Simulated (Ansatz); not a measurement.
Here is an Ansatz 0.2.0 calculation.

The input input.yaml:

```yaml
crystal:
  lattice:
    - [-1.606964, 1.606964, 1.984301]
    - [1.606964, -1.606964, 1.984301]
    - [1.606964, 1.606964, -1.984301]
  atoms:
    - { symbol: Nb, position: [0.0, 0.0, 0.0] }
    - { symbol: H, position: [0.5, 0.5, 0.0] }
kpoints:
  mp_grid: { grid: [12, 12, 12] }
scf:
  occupations: { method: fermi_dirac, width: 0.05 }
hamiltonian:
  xc: pbesol
  pseudopotentials: { kind: all_electron, lapw: { basis_error: 0.001 } }
output:
  forces: true
  stress: true
relax:
  f_tol: 0.02
  max_steps: 60
  cell: { p_target: 30.0 }
```

Potentials or basis: all-electron LAPW, scalar-relativistic.

The run is started by

```sh
$ ansatz run input.yaml --threads 1 --pin off --max-ram 3072MiB --backend cpu --events-out ev --progress --plain --runs-dir out
```

Problem. What does it give for the relaxed cell?

Solution. a = 2.879 Å, b = 2.879 Å, c = 2.879 Å, α = 117.52°, β = 117.52°, γ = 94.36°.

Problem. What does it give for the space group after relaxing (to 0.05 Å)?

Solution. I4/mmm (No. 139).

Step by step:
```tsv
step	energy change (eV)	largest force (eV/Å)	volume (Å³)
1	0.0000	0.0000	20.50
2	0.1312	0.0000	17.73
3	0.1778	0.0000	17.46
4	0.1789	0.0000	17.45
5	0.2024	0.0000	17.32
6	0.1653	0.0000	17.49
7	0.1727	0.0000	17.45
8	0.1729	0.0000	17.45
9	0.1729	0.0000	17.45
```
